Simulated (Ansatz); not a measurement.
**NaH: how much do the potentials matter?**

NaH in the rock-salt structure, in a typed cell, not relaxed.

```
CELL_PARAMETERS angstrom
0.00000 2.41500 2.41500
2.41500 0.00000 2.41500
2.41500 2.41500 0.00000
ATOMIC_POSITIONS crystal
Na 0.00000 0.00000 0.00000
H 0.50000 0.50000 0.50000
```

Computed with Ansatz (plane-wave DFT, scalar-relativistic): PBE; k mesh 6×6×6; fixed occupations; no spin. Phonons (linear response) are harmonic and in cm⁻¹; i marks an unstable mode. Zone-centre lists hold the optical modes without the non-analytic term.

Caveats: coarse k mesh.

The reference is the run on all-electron PAW datasets (no frozen core) at 200 eV and 14.08 Å³ an atom: top Γ mode (cm⁻¹) 495; lowest mode at X = [0.5, 0, 0.5] (cm⁻¹) 137; top mode at X = [0.5, 0, 0.5] (cm⁻¹) 840; mean ε∞ 3.11; mean Born charge of Na (e) 0.97.

Question: The same calculation was made on Ansatz generated PAW, Ansatz hand-made PAW, JTH PAW, Ansatz norm-conserving. How far do the results move?

Answer: 
```csv
potentials,cutoff (eV),top Γ mode (cm⁻¹),"lowest mode at X = [0.5, 0, 0.5] (cm⁻¹)","top mode at X = [0.5, 0, 0.5] (cm⁻¹)",mean ε∞,mean Born charge of Na (e)
Ansatz generated PAW,420,495,137,841,3.10,0.97
Ansatz hand-made PAW,800,495,137,840,3.11,0.97
JTH PAW,1440,500,138,845,3.10,0.97
Ansatz norm-conserving,1197,494,137,840,3.11,0.97
```

The largest move among the frequencies in the table is 5.4 cm⁻¹, in the top Γ mode on JTH PAW.
